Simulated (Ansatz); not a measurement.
**Li3Co in Ansatz, single run**

Run with:

```bash
ansatz run input.yaml --threads 1 --pin off --max-ram 2560MiB --backend cpu --events-out ev --progress --plain --runs-dir out
```

input.yaml:

```yaml
crystal:
  lattice:
    - [1.88845, 3.270886, 0.0]
    - [-1.88845, 3.270886, 0.0]
    - [0.0, 0.0, 3.998218]
  atoms:
    - { symbol: Co, position: [0.0, 0.0, 0.0], spin: 0.2 }
    - { symbol: Li, position: [0.0, 0.0, 0.5], spin: 0.2 }
    - { symbol: Li, position: [0.33333, 0.33334, 0.0], spin: 0.2 }
    - { symbol: Li, position: [0.66667, 0.66666, 0.0], spin: 0.2 }
  symmetry: { tolerance: 0.0003 }
kpoints:
  mp_grid: { grid: [6, 6, 5], shift: [0, 0, 0] }
magnetization:
  spin_polarized: true
scf:
  occupations: { method: fermi_dirac }
hamiltonian:
  pseudopotentials: { kind: paw }
  xc: r2scan
  hubbard: { sites: [{ species: Co, l: d, u_eff: 1.0 }], double_counting: fll }
basis:
  ecutwfc: 500
output:
  forces: true
  stress: true
  eigenvalues: true
```

Origin of the cell: a known structure type with other elements, at an estimated volume, so it need not be a known compound.

The smearing width isn't typed, so it takes its default of 0.1 eV.

Output (shortened):

```
Warning: the atoms were moved onto the symmetric positions of the space group found under crystal.symmetry.tolerance 3.0e-4 (fractional; no operation is sought that the atoms, as they stand i […]
Co: projections on atomic orbitals take those of the free atom [Ne] 3s2 3p6 3d7 4s2, of charge +0.00 (hamiltonian.pseudopotentials.projection_atoms); the dataset's partial waves leave at most […]
Li: projections on atomic orbitals take those of the free atom 1s2 2s1, of charge +0.00 (hamiltonian.pseudopotentials.projection_atoms); the dataset's partial waves leave at most 8.9e-11 of a […]
Pseudopotentials: kind: paw
Pseudopotential: Co, paw, valence charge 17, recommended cutoff 500 eV (meta_gga), Co.paw.azcp
Pseudopotential: Li, paw, valence charge 3, recommended cutoff 500 eV (meta_gga), Li.paw.azcp
Functional definition: r2SCAN
  exchange = r2scan_x(k0 = k0, k1 = k1, a1 = a1)
  correlation = r2scan_c
Crystal: 4 atoms, lattice volume = 49.393 Å³
Basis set: ecut = 500 eV, 1203 PW (Γ), exchange–correlation on 120×120×120 points (64 copies of the dense FFT grid, shifted against one another)
[… 11 lines left out …]
Initial density: superposition of atomic densities (chi_scale 0.1, normalization cell, long waves kept (reshape's long-wave potential 0.00 eV rms))
Starting moments: Σ|m| = 0.8 μB on 4 of 4 sites
Functional: x = r2scan, c = r2scan; τ floored in thin density (d = 2e-4 eV/Å³)
SCF iter   1: F=—  HF=-5745.306729 eV  Δρ=1.56e-1  dr2=3.46e1  dr2_τ=1.24e-1  dr2_m=2.83e-1  M=0.003 μB ∫|m|=0.036 μB
SCF iter   2: F=—  HF=-5752.417410 eV  Δρ=3.24e-1  dr2=1.47e2  dr2_τ=3.05e-1  dr2_m=2.01e-1  M=0.595 μB ∫|m|=0.595 μB  defer=8  κ⁻¹=1.0e0(r=1)
SCF iter   3: F=—  HF=-5741.563200 eV  Δρ=6.38e-2  dr2=6.33e0  dr2_τ=9.15e-1  dr2_m=8.32e-2  M=0.066 μB ∫|m|=0.109 μB  κ⁻¹=8.4e-5(r=2)
SCF iter   4: F=—  HF=-5741.476236 eV  Δρ=4.32e-2  dr2=1.38e0  dr2_τ=7.49e-3  dr2_m=7.86e-2  M=0.365 μB ∫|m|=0.367 μB  κ⁻¹=6.8e-5(r=3)
SCF iter   5: F=—  HF=-5741.496737 eV  Δρ=2.58e-2  dr2=8.87e-1  dr2_τ=3.85e-3  dr2_m=1.73e-2  M=0.241 μB ∫|m|=0.265 μB  κ⁻¹=5.9e-6(r=4)
SCF iter   6: F=—  HF=-5741.479030 eV  Δρ=2.09e-2  dr2=1.66e-1  dr2_τ=2.42e-3  dr2_m=5.53e-2  M=0.365 μB ∫|m|=0.409 μB  κ⁻¹=3.3e-7(r=5)
SCF iter   7: F=—  HF=-5741.490438 eV  Δρ=1.20e-2  dr2=5.59e-3  dr2_τ=2.38e-3  dr2_m=4.84e-2  M=0.377 μB ∫|m|=0.453 μB  κ⁻¹=1.5e-7(r=6)
SCF iter   8: F=—  HF=-5741.509178 eV  Δρ=1.34e-2  dr2=2.65e-2  dr2_τ=1.24e-3  dr2_m=4.19e-2  M=0.387 μB ∫|m|=0.496 μB  κ⁻¹=6.4e-8(r=7)
SCF iter   9: F=—  HF=-5741.522681 eV  Δρ=1.17e-2  dr2=6.17e-3  dr2_τ=1.56e-3  dr2_m=5.35e-2  M=0.425 μB ∫|m|=0.569 μB  κ⁻¹=1.6e-8(r=8)
SCF iter  10: F=—  HF=-5741.536320 eV  Δρ=1.42e-2  dr2=9.17e-3  dr2_τ=1.69e-3  dr2_m=6.00e-2  M=0.459 μB ∫|m|=0.639 μB  κ⁻¹=1.1e-8(r=8)
[… 8 lines left out …]
SCF iter  19: F=—  HF=-5741.694491 eV  Δρ=3.90e-3  dr2=6.56e-3  dr2_τ=2.14e-5  dr2_m=2.22e-3  M=1.039 μB ∫|m|=1.396 μB  κ⁻¹=7.9e-5(r=4)
SCF iter  20: F=—  HF=-5741.720891 eV  Δρ=7.48e-4  dr2=3.09e-4  dr2_τ=3.58e-6  dr2_m=9.81e-5  M=1.180 μB ∫|m|=1.521 μB  κ⁻¹=3.9e-5(r=5)
SCF iter  21: F=—  HF=-5741.722768 eV  Δρ=1.29e-4  dr2=1.33e-5  dr2_τ=4.89e-7  dr2_m=3.43e-6  M=1.213 μB ∫|m|=1.557 μB  κ⁻¹=1.3e-5(r=6)
SCF iter  22: F=—  HF=-5741.722853 eV  Δρ=2.36e-4  dr2=2.58e-5  dr2_τ=1.47e-7  dr2_m=7.17e-6  M=1.209 μB ∫|m|=1.559 μB  κ⁻¹=3.0e-6(r=7)
SCF iter  23: F=—  HF=-5741.722889 eV  Δρ=6.90e-5  dr2=2.29e-6  dr2_τ=2.47e-8  dr2_m=4.43e-7  M=1.214 μB ∫|m|=1.563 μB  κ⁻¹=1.0e-6(r=8)
SCF iter  24: F=—  HF=-5741.722893 eV  Δρ=1.68e-5  dr2=1.77e-7  dr2_τ=2.54e-9  dr2_m=4.36e-8  M=1.213 μB ∫|m|=1.561 μB  κ⁻¹=7.8e-7(r=8)
SCF iter  25: F=—  HF=-5741.722894 eV  Δρ=1.35e-5  dr2=6.63e-8  dr2_τ=2.97e-10  dr2_m=3.48e-8  M=1.213 μB ∫|m|=1.561 μB  κ⁻¹=1.8e-6(r=8)
SCF iter  26: F=—  HF=-5741.722894 eV  Δρ=3.29e-6  dr2=5.28e-9  dr2_τ=6.60e-11  dr2_m=2.82e-9  M=1.213 μB ∫|m|=1.561 μB  κ⁻¹=4.8e-7(r=8)
SCF iter  27: F=—  HF=-5741.722894 eV  Δρ=2.85e-6  dr2=6.29e-10  dr2_τ=1.44e-11  dr2_m=3.17e-9  M=1.213 μB ∫|m|=1.561 μB  κ⁻¹=1.2e-7(r=8)
SCF iter  28: F=-5741.722894 eV  HF=-5741.722894 eV  Δρ=1.48e-6  dr2=5.86e-10  dr2_τ=2.79e-12  dr2_m=4.80e-10  M=1.213 μB ∫|m|=1.561 μB
an SCF along what the orbitals of the run's state read of its open shells (or to have them read: on a GPU, or by another smearing), with 22 of the crystal's symmetry operations given up (92 k […]
SCF converged after 2 iterations
Stability not told: the lowest value that the SCF's own minimisation read on its close, 8.9e-2 (residual 2.2e-3), is positive but too near zero to vouch for directions that it does not look a […]
Magnetization: 1.5894 μB (13.7947 up, 12.2053 down)
Absolute magnetization: 1.7596 μB (∫|ρ↑−ρ↓|, with the PAW one-centre terms)
Spin contamination: 0.1377 ħ² per cell (⟨S²⟩ above its minimum at these occupations)
Per-site moments (μB) at R_I (Å): [(1.452017, 0.824632), (0.000775, 0.824632), (-0.007571, 0.899494), (-0.007571, 0.899494)]
Free energy (F): -5741.830540 eV
Harris-Foulkes:  -5741.830540 eV  (|F-HF|=7.02e-9)
Internal energy: -5741.778444 eV  (E = F + TS)
E sigma→0 (E₀):  -5741.804492 eV
Entropy (-TS):   -0.052097 eV (-13.024 meV/atom)
Fermi energy:    6.120877 eV
--- Per-component energies (eV) ---
  E_band       = -717.093021
  E_kinetic    = 538.161930
  E_local      = -4932.836122  (includes V_loc(G=0)·N_el)
  E_nonlocal   = 371.610749
  E_hartree    = 2074.545707
  E_xc         = -189.445589
  E_vxc        = -276.449981  (∫ρ·V_xc dr)
  E_hubbard    = 0.291416  (on-site DFT+U / exact-exchange correction)
  E_vhub       = -3.489344  (the Hubbard potential's part of the band-sum identity)
  E_paw        = -1603.841300  (= ΣΔE_a)
  E_vpaw       = -581.442252  (= ΣTr[D̂ρ^β])
  E_aug_tail   = -0.000295  (compensation charges beyond the density's cutoff)
  E_vtau       = 18.251565  (kinetic-family band-sum trace: ∫τ·v_τ [+ j·A + Jᵃ·Aᵃ] dr)
  E_ewald      = -1999.969733
  E_core_change = -0.295206  (= ΣΔE_core)
  E_smearing   = -0.052097  (= −TS)
  Σ components = -5741.830540   (vs F -5741.830540, Δ=0.00e0)
--- Forces (eV/Å), atoms counted from 1 ---
  atom   1  Co     0.000000     0.000000     0.000000
  atom   2  Li     0.000000     0.000000     0.000000
  atom   3  Li     0.000000    -0.000022     0.327687
  atom   4  Li     0.000000     0.000022    -0.327687
  max |Σ_I F_I| component: 5.55e-17 eV/Å
--- Stress (GPa, compression-positive) ---
       28.845594       0.000000       0.000000
        0.000000      28.846791      -0.000299
        0.000000       0.000448      28.830566
  P = ⅓ Tr σ = 28.8410 GPa (288.410 kbar)
Occupation matrices written to <dir>
```

Caveats: one start, so the magnetic state may not be the lowest; the given cell is far from equilibrium, with atoms too close or a volume far off; the k mesh is coarse if the cell is a metal.

The run took 460 s of wall time on 1 CPU thread(s) of a shared host, from the program's own first density.
